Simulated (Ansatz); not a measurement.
# A decomposition energy, worked out: Be2Se3

Level of theory: Ansatz 0.2.0, DFT PBE, scalar-relativistic, plane waves, PAW. All cells share a 420 eV cutoff and Γ-centred k meshes spaced at most about 0.3 Å⁻¹ (about 0.25 or finer for metals, 2π included). No spin polarisation.

Energies over the elements count from the elements' standard structures at the same level, with no fitted energy shifts.

Temperature and zero-point effects are left out. No dispersion correction is applied, so the spacing and binding between layers, chains or molecules are poorly described (Be2Se3 C2/m). The reference form of Se is held partly by dispersion forces, which this level lacks.

A trial structure of Be2Se3 (reached from: Mg2C3 type (C2/m); relaxed: space group C2/m (No. 12), a = 5.553 Å, b = 7.324 Å, c = 5.630 Å, β = 100.2°) has a formation energy of -0.156 eV/atom. At its composition the lowest mixture among the elements and 1 reference phase computed alike (others may be missing) consists of these:

| phase | source | ΔE_f (eV/atom) |
| --- | --- | --- |
| Se (solid) | element | 0.000 |
| BeSe (F-43m) | COD | -0.797 |

Q: Write the balanced decomposition and find its energy per atom, per formula unit and per mole of formula units.

A: Balancing Be and Se gives Be2Se3 → Se + 2 BeSe. The left side holds 5 atoms, and the products take 1/5 (Se) and 4/5 (BeSe) of them. The mixture therefore lies at 1/5 × (0.000) + 4/5 × (-0.797) = -0.638 eV/atom. The reaction energy is -0.638 − (-0.156) = -0.482 eV/atom. Times 5 atoms that is -2.410 eV per Be2Se3, and times 96.485 it is -233 kJ per mole of Be2Se3. Decomposition is downhill, so the trial structure is unstable against this mixture.
